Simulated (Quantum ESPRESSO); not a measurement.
# AlN (F-43m) in Quantum ESPRESSO: single point with PBE

Aim: the single point of AlN with PBE.

All numbers are computed with Quantum ESPRESSO 7.5; they aren't measurements. Logs are shortened: lines on timing, memory, paths and dates and some standing lists are left out, and cuts for length are marked.

## Step 1: Starting point

The structure is cubic, space group F-43m (No. 216). Conventional cell: a = 4.368 Å, b = 4.368 Å, c = 4.368 Å, α = 90.00°, β = 90.00°, γ = 90.00°. Around Al (site symmetry -43m) lie 4 N at 1.89 Å. N (site symmetry -43m) is surrounded by 4 Al at 1.89 Å.

Measurements of this composition are mostly on another form, of space group No. 186.

## Step 2: Single point, PBE

File pw.in:

```
&CONTROL
  calculation = 'scf'
  prefix = 'pwscf'
  outdir = './tmp'
  pseudo_dir = './pseudo'
  tprnfor = .true.
  tstress = .true.
  disk_io = 'nowf'
/
&SYSTEM
  ibrav = 0
  nat = 2
  ntyp = 2
  ecutwfc = 75
  nbnd = 14
  occupations = 'smearing'
  smearing = 'fd'
  degauss = 0.00367493
/
&ELECTRONS
  conv_thr = 4d-10
  electron_maxstep = 120
  mixing_beta = 0.5
/
ATOMIC_SPECIES
Al    26.9815 Al_ONCV_PBE-1.2.upf
N     14.0070 N_ONCV_PBE-1.2.upf
CELL_PARAMETERS angstrom
   0.0000000000    2.1839935596    2.1839935596
   2.1839935596    0.0000000000    2.1839935596
   2.1839935596    2.1839935596    0.0000000000
ATOMIC_POSITIONS crystal
Al     0.0000000000    0.0000000000    0.0000000000
N      0.2500000000    0.2500000000    0.2500000000
K_POINTS automatic
6 6 6 0 0 0
```

Potentials or basis: SG15 PBE 1.2.

The run is started by

```bash
$ OMP_NUM_THREADS=1 mpirun -n 2 pw.x -nk 2 -in pw.in > pw.out
```

pw.out:

```text
This program is part of the open-source Quantum ESPRESSO suite
     for quantum simulation of materials; please cite
         "P. Giannozzi et al., J. Phys.:Condens. Matter 21 395502 (2009);
         "P. Giannozzi et al., J. Phys.:Condens. Matter 29 465901 (2017);
         "P. Giannozzi et al., J. Chem. Phys. 152 154105 (2020);
     in publications or presentations arising from this work. More details at

     Message from routine setup:
     using ibrav=0 with symmetry is DISCOURAGED, use correct ibrav instead

     K-points division:     npool     =       2
     Subspace diagonalization in iterative solution of the eigenvalue problem:
     a serial algorithm will be used

     G-vector sticks info
     --------------------
     sticks:   dense  smooth     PW     G-vecs:    dense   smooth      PW
     Sum         703     703    211                12339    12339    2085

     Using Slab Decomposition

     bravais-lattice index     =            0
     lattice parameter (alat)  =       5.8367  a.u.
     unit-cell volume          =     140.5985 (a.u.)^3
     number of atoms/cell      =            2
     number of atomic types    =            2
     number of electrons       =        16.00
     number of Kohn-Sham states=           14
     kinetic-energy cutoff     =      75.0000  Ry
     charge density cutoff     =     300.0000  Ry
     scf convergence threshold =      4.0E-10
     mixing beta               =       0.5000
     number of iterations used =            8  plain     mixing
     Exchange-correlation= PBE
                           (   1   4   3   4   0   0   0)

     celldm(1)=   5.836671  celldm(2)=   0.000000  celldm(3)=   0.000000
     celldm(4)=   0.000000  celldm(5)=   0.000000  celldm(6)=   0.000000

     crystal axes: (cart. coord. in units of alat)
               a(1) = (   0.000000   0.707107   0.707107 )
               a(2) = (   0.707107   0.000000   0.707107 )
               a(3) = (   0.707107   0.707107   0.000000 )

     reciprocal axes: (cart. coord. in units 2 pi/alat)
               b(1) = ( -0.707107  0.707107  0.707107 )
               b(2) = (  0.707107 -0.707107  0.707107 )
               b(3) = (  0.707107  0.707107 -0.707107 )

     PseudoPot. # 1 for Al read from file:
     Al_ONCV_PBE-1.2.upf
     Pseudo is Norm-conserving, Zval = 11.0
     Generated using ONCVPSP code by D. R. Hamann
     Using radial grid of  602 points,  4 beta functions with:
                l(1) =   0
                l(2) =   0
                l(3) =   1
                l(4) =   1

     PseudoPot. # 2 for N  read from file:
     N_ONCV_PBE-1.2.upf
     Pseudo is Norm-conserving, Zval =  5.0
     Generated using ONCVPSP code by D. R. Hamann
     Using radial grid of  602 points,  4 beta functions with:
                l(1) =   0
                l(2) =   0
                l(3) =   1
                l(4) =   1

     atomic species   valence    mass     pseudopotential
     Al               11.00    26.98150     Al( 1.00)
     N                 5.00    14.00700     N ( 1.00)

     24 Sym. Ops. (no inversion) found

   Cartesian axes

     site n.     atom                  positions (alat units)
         1        Al     tau(   1) = (   0.0000000   0.0000000   0.0000000  )
         2        N      tau(   2) = (   0.3535534   0.3535534   0.3535534  )

     number of k points=    16  Fermi-Dirac smearing, width (Ry)=  0.0037
                       cart. coord. in units 2pi/alat
        k(    1) = (   0.0000000   0.0000000   0.0000000), wk =   0.0092593
        k(    2) = (   0.1178511   0.1178511  -0.1178511), wk =   0.0740741
        k(    3) = (   0.2357023   0.2357023  -0.2357023), wk =   0.0740741
        k(    4) = (  -0.3535534  -0.3535534   0.3535534), wk =   0.0370370
        k(    5) = (   0.2357023   0.0000000  -0.0000000), wk =   0.0555556
        k(    6) = (   0.3535534   0.1178511  -0.1178511), wk =   0.2222222
[... 8 lines left out ...]
        k(   15) = (  -0.1178511  -0.3535534   0.5892557), wk =   0.2222222
        k(   16) = (  -0.7071068   0.2357023   0.0000000), wk =   0.1111111

     Dense  grid:    12339 G-vectors     FFT dimensions: (  36,  36,  36)

     Initial potential from superposition of free atoms

     starting charge      15.9159, renormalised to      16.0000
     Starting wfcs are random

     Self-consistent Calculation

     iteration #  1     ecut=    75.00 Ry     beta= 0.50
     Davidson diagonalization with overlap
     ethr =  1.00E-02,  avg # of iterations =  8.4

     total energy              =    -158.34988342 Ry
     estimated scf accuracy    <       0.58235362 Ry
[... 43 lines left out ...]
     iteration #  8     ecut=    75.00 Ry     beta= 0.50
     Davidson diagonalization with overlap
     ethr =  6.77E-11,  avg # of iterations =  2.0

     End of self-consistent calculation

          k = 0.0000 0.0000 0.0000 (  1471 PWs)   bands (ev):

   -91.0527 -52.5799 -52.5799 -52.5799  -5.6174   9.3452   9.3452   9.3452
    13.5450  21.9285  21.9285  21.9285  27.2253  27.2254

          k = 0.1179 0.1179-0.1179 (  1531 PWs)   bands (ev):

   -91.0527 -52.5825 -52.5803 -52.5803  -5.2179   7.4941   9.2106   9.2106
    14.9578  21.0080  22.0968  22.0968  25.3567  25.3567

          k = 0.2357 0.2357-0.2357 (  1540 PWs)   bands (ev):

   -91.0522 -52.5877 -52.5811 -52.5811  -4.2265   4.7939   8.9684   8.9684
    16.3585  19.7414  21.1196  21.1196  26.7242  26.9795

          k =-0.3536-0.3536 0.3536 (  1538 PWs)   bands (ev):

   -91.0520 -52.5903 -52.5816 -52.5816  -3.5573   3.4837   8.8583   8.8583
    16.7444  19.1953  20.5352  20.5352  27.3409  29.5385

          k = 0.2357 0.0000-0.0000 (  1519 PWs)   bands (ev):

   -91.0525 -52.5824 -52.5809 -52.5809  -5.0861   7.6236   8.8231   8.8231
    15.2326  20.5306  22.0458  22.6499  22.6499  28.0678

          k = 0.3536 0.1179-0.1179 (  1539 PWs)   bands (ev):

   -91.0522 -52.5863 -52.5819 -52.5818  -4.2865   5.6726   8.3971   8.4756
    15.9652  19.6703  20.6211  22.5702  24.2127  28.7891

          k =-0.2357-0.4714 0.4714 (  1547 PWs)   bands (ev):
[... 6 lines left out ...]
   -91.0520 -52.5885 -52.5834 -52.5816  -3.6592   4.4378   7.5177   8.8256
    17.3404  18.2046  21.2673  21.4336  26.3955  28.0733

          k = 0.0000-0.2357 0.2357 (  1530 PWs)   bands (ev):

   -91.0523 -52.5850 -52.5820 -52.5806  -4.6139   6.1982   8.1352   9.2084
    16.3019  20.1914  20.8182  22.0949  23.9428  27.0228

          k = 0.4714 0.0000-0.0000 (  1544 PWs)   bands (ev):

   -91.0520 -52.5875 -52.5830 -52.5830  -3.7824   5.4550   7.9410   7.9410
    14.1703  18.7761  21.6729  24.1656  24.1656  30.5558

          k =-0.1179-0.5893 0.5893 (  1553 PWs)   bands (ev):
[... 6 lines left out ...]
   -91.0518 -52.5876 -52.5866 -52.5827  -3.0574   5.0519   5.6524   8.2361
    15.4255  19.5134  21.9100  22.8125  25.4596  27.9501

          k =-0.7071 0.0000 0.0000 (  1572 PWs)   bands (ev):

   -91.0517 -52.5900 -52.5840 -52.5840  -2.9181   4.4380   7.5580   7.5580
    12.6816  18.0160  23.2655  25.0778  25.0778  32.9919

          k =-0.2357-0.4714 0.7071 (  1536 PWs)   bands (ev):
[... 6 lines left out ...]
   -91.0518 -52.5883 -52.5855 -52.5831  -3.0567   4.7133   6.4071   7.6882
    15.8573  19.4414  21.4164  22.4609  26.2294  28.0555

          k =-0.7071 0.2357 0.0000 (  1544 PWs)   bands (ev):

   -91.0517 -52.5886 -52.5854 -52.5840  -2.8760   5.0267   6.5579   6.8323
    14.6132  19.7049  22.3446  22.3569  25.9328  29.7063

     the Fermi energy is    11.0229 ev

!    total energy              =    -158.51785344 Ry
     estimated scf accuracy    <          2.1E-10 Ry
     smearing contrib. (-TS)   =      -0.00000000 Ry
     internal energy E=F+TS    =    -158.51785344 Ry

     The total energy is F=E-TS. E is the sum of the following terms:
     one-electron contribution =     -84.75879850 Ry
     hartree contribution      =      39.00523320 Ry
     xc contribution           =     -20.98147467 Ry
     ewald contribution        =     -91.78281347 Ry

     convergence has been achieved in   8 iterations

     Forces acting on atoms (cartesian axes, Ry/au):

     atom    1 type  1   force =     0.00000000    0.00000000   -0.00000000
     atom    2 type  2   force =    -0.00000000    0.00000000   -0.00000000

     Total force =     0.000000     Total SCF correction =     0.000000

     Computing stress (Cartesian axis) and pressure

          total   stress  (Ry/bohr**3)                   (kbar)     P=       38.80
   0.00026376  -0.00000000  -0.00000000           38.80       -0.00       -0.00
  -0.00000000   0.00026376   0.00000000           -0.00       38.80        0.00
  -0.00000000   0.00000000   0.00026376           -0.00        0.00       38.80

=------------------------------------------------------------------------------=
   JOB DONE.
=------------------------------------------------------------------------------=
```

Wall time 3.7 s (2 MPI ranks of Arm Neoverse V1, shared host); peak memory 0.1 GiB.

What came out:

* Free energy: -2156.7453 eV
* Band gap on the k mesh: 3.34 eV, indirect (least direct gap 4.20 eV)

Caveat: the cutoff is too short for stress, so the log's stress isn't used. PBE gaps usually lie below the measured ones, often by a third to a half.
